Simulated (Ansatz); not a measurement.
Review of an SCF result for EuS

System: EuS, an experimental structure (space group Fm-3m, primitive cell doubled); the cell holds 4 atoms. Source: COD entry 1010394, which need not be the ambient phase.

The calculation used Ansatz, DFT, PBE, PAW, plane waves, scalar-relativistic.

```yaml
crystal:
  lattice:
    - [-2.9785, -5.957, -2.9785]
    - [-2.9785, 0.0, -2.9785]
    - [2.9785, 0.0, -2.9785]
  atoms:
    - { symbol: Eu, position: [0.0, 0.0, 0.0], spin: 7.0 }
    - { symbol: Eu, position: [0.5, 0.0, 0.5], spin: -7.0 }
    - { symbol: S, position: [0.0, 0.5, 0.5] }
    - { symbol: S, position: [0.5, 0.5, 0.0] }
magnetization:
  spin_polarized: true
hamiltonian:
  xc: pbe
  pseudopotentials: { kind: paw }
basis:
  ecutwfc: 420
kpoints:
  mp_grid: { grid: [4, 6, 5] }
scf:
  occupations: { method: fermi_dirac, width: 0.05 }
  lower_state_search: "off"
output:
  forces: true
  stress: true
  write_density: true
  write_potential: true
  elf: true
  volumetric_format: npy
```

Command:
```sh
ansatz run input.yaml --threads 2 --pin off --max-ram 5120MiB --backend cpu --events-out ev --progress --plain --runs-dir out
```

Wall time and machine: 12 s on 2 threads of Arm Neoverse V2, on a shared host, peak memory 0.52 GiB.

The end of the output:

```
SCF converged after 18 iterations
Magnetization: 0.0000 μB (23.0000 up, 23.0000 down)
Absolute magnetization: 13.8397 μB (∫|ρ↑−ρ↓|, with the PAW one-centre terms)
Spin contamination: 6.8668 ħ² per cell (⟨S²⟩ above its minimum at these occupations)
Per-site moments (μB) at R_I (Å): [(6.7215, 1.2286), (-6.7215, 1.2286), (-0.0223, 1.2286), (0.0223, 1.2286)]
Free energy (F): -19345.740722 eV
Harris-Foulkes:  -19345.740722 eV  (|F-HF|=2.55e-9)
Internal energy: -19345.707849 eV  (E = F + TS)
E sigma→0 (E₀):  -19345.724285 eV
Entropy (-TS):   -0.032873 eV (-8.218 meV/atom)
Fermi energy:    10.290227 eV
--- Forces (eV/Å), atoms counted from 1 ---
  atom   1  Eu     0.00000000     0.00000000     0.00000000
  atom   2  Eu    -0.00000000     0.00000000    -0.00000000
  atom   3  S     -0.00000000     0.00000000    -0.00000000
  atom   4  S     -0.00000000     0.00000000    -0.00000000
--- Stress (GPa, compression-positive) ---
       -2.568110       0.006496      -0.013042
        0.006496      -2.292482       0.006496
       -0.013042       0.006496      -2.568110
  P = ⅓ Tr σ = -2.4762 GPa (-24.762 kbar)
```

The mesh is too coarse to rank close states of a metal with certainty: differences of some tens of meV/atom may change, at times in sign. The mesh has less symmetry than the lattice, which lowers the symmetry of the run.

Spin–orbit coupling is left out, so orbital moments of the f shell are missing. A semilocal functional without U tends to delocalise d and f electrons.

Site moments are taken inside atomic spheres and don't add up to the total.

Problem. Has the SCF ended in the lowest solution? If not, by how much is it too high?

Solution. No, on this mesh. A state 11.7 meV/atom (0.047 eV per cell) lower exists in this cell: ferromagnetic, site moments Eu1 6.76, Eu2 6.76 μB, total 13.95 μB per cell, no gap on the k-mesh. It was reached from: parallel moments, default search for lower states [Eu1 7.00, Eu2 7.00 μB]; the moments in brackets, symmetry off, default search [Eu1 7.00, Eu2 7.00 μB]. This multiple of the primitive cell fits some opposed orders; other multiples fit others. “Lowest” means lowest among the runs made in this cell.
